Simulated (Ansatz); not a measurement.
BaS (rocksalt), relaxed with r2SCAN in Ansatz: space group Fm-3m (No. 225), cubic; conventional cell a = 6.424 Å, 33.13 Å³ an atom. Ba has 6 S at 3.21 Å; S has 6 Ba at 3.21 Å. It was then strained (isotropic on every length). Unstrained, HSE06 gives 3.138 eV (Γ → X, 6×6×6 mesh), and the band edges keep their places in every row. Stress is positive in compression. (Simulation; spin polarisation is off.)

```tsv
strain (%)	ln(V/V₀)	ΔE_g, HSE06 (eV)	Δpressure, r2SCAN (GPa)
+1.54	+0.0458	+0.057	-1.85
+3.17	+0.0936	+0.104	-3.40
+4.16	+0.1223	+0.126	-4.16
```

Task: Fit ΔE_g = a x + b x² to these rows by least squares, with x = ln(V/V₀).

Result: The normal equations take Σx² = 2.582e-02, Σx³ = 2.745e-03, Σx⁴ = 3.049e-04, ΣxΔE = 2.775e-02 and Σx²ΔE = 2.915e-03, and give a = +1.37 eV, b = -2.8 eV; the largest residual is 0.000 eV. a is the volume deformation potential of this gap.

Task: Fit the change of pressure in the same way.

Result: Δpressure = -44.1 x + (83) x² GPa. So B₀ = 44.1 GPa and B′ ≈ 2 × 83/44.1 = 3.8; two terms over so wide a range bias B₀ by a few per cent and B′ by more; the gap's pressure coefficient at zero is −a/B₀ = -31 meV/GPa, with HSE06's a and r2SCAN's B₀.

Task: Predict the withheld row at +2.34 % (x = +0.0694).

Result: ΔE_g ≈ +1.37 × (+0.0694) + (-2.8) × (+0.0694)² = +0.082 eV, and Δpressure ≈ -2.66 GPa. The runs give +0.082 eV and -2.66 GPa, off by 0.000 eV and 0.00 GPa.

The runs are scalar-relativistic, without spin-orbit coupling.
